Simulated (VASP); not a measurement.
Input of a VASP 6.6.1 run:

File INCAR:

```
ALGO = Fast
EDIFF = 1E-6
EDIFFG = -0.005
ENCUT = 600
GGA = PE
IBRION = 2
ISIF = 3
ISMEAR = 0
LASPH = True
LCHARG = False
LREAL = False
LWAVE = False
NELM = 80
NSW = 40
PREC = Accurate
SIGMA = 0.05
```

KPOINTS

```
k-points
0
Gamma
  9 10 11
```

File POSCAR:

```
As
1.0
    2.9794804000     -0.1006165900      0.3237709600
   -0.1006165900      2.5830128800      0.2618843200
    0.3237709600      0.2618843200      2.5485519600
As
1
Direct
    0.5000000000      0.5000000000      0.5000000000
```

Potentials or basis: VASP PAW PBE potentials, release 64 (As).

Run with:

```sh
$ cat potpaw_PBE.64/As/POTCAR > POTCAR
$ mpirun -np 1 vasp_std > vasp.out
```

What does it give for the space group after relaxing (to 0.05 Å)?

Pm-3m (No. 221).

Predict the relaxed volume.

20.40 Å³/atom.

What does it give for the band gap on the k mesh?

None (metal or under the smearing width).

Final structure:
```cif
data_structure
_symmetry_space_group_name_H-M 'P 1'
_symmetry_Int_Tables_number 1
_cell_length_a 2.7486
_cell_length_b 2.7324
_cell_length_c 2.7159
_cell_angle_alpha 89.988
_cell_angle_beta 90.004
_cell_angle_gamma 89.981
_cell_volume 20.40
loop_
_atom_site_label
_atom_site_type_symbol
_atom_site_fract_x
_atom_site_fract_y
_atom_site_fract_z
_atom_site_occupancy
As1 As 0.50000 0.50000 0.50000 1
```
